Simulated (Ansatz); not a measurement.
Computed properties of C

```
CELL_PARAMETERS angstrom
1.22803 0.70900 3.34701
-1.22803 0.70900 3.34701
0.00000 -1.41800 3.34701
ATOMIC_POSITIONS crystal
C 0.16400 0.16400 0.16400
C 0.83600 0.83600 0.83600
```

Atom numbers follow the list: C1, C2.

The cell is COD entry 1200018, as deposited and not checked against the literature; nothing was relaxed. It is an old determination, and later ones may differ.

Method: DFT, PBEsol, all-electron LAPW, scalar-relativistic (Ansatz 0.2.0).

Sampling and basis: a Γ-centred 17×17×17 k mesh, Fermi–Dirac smearing of 0.03 eV, basis error target 0.5 meV/atom, no spin polarisation.

```yaml
Pressure_at_this_cell: 11.1 kbar
Band_gap: 0.08 eV, direct, on the line H0 (0.5, -0.197, 0.197)–L (0.5, 0, 0) (so small a gap may close at points that the mesh and path miss)
Stress_xx_yy_zz_compression_positive: 1.21, 1.21, 0.93 GPa
Largest_force: 0.875 eV/Å on C1
Volume_per_atom: 59.0 bohr³
```
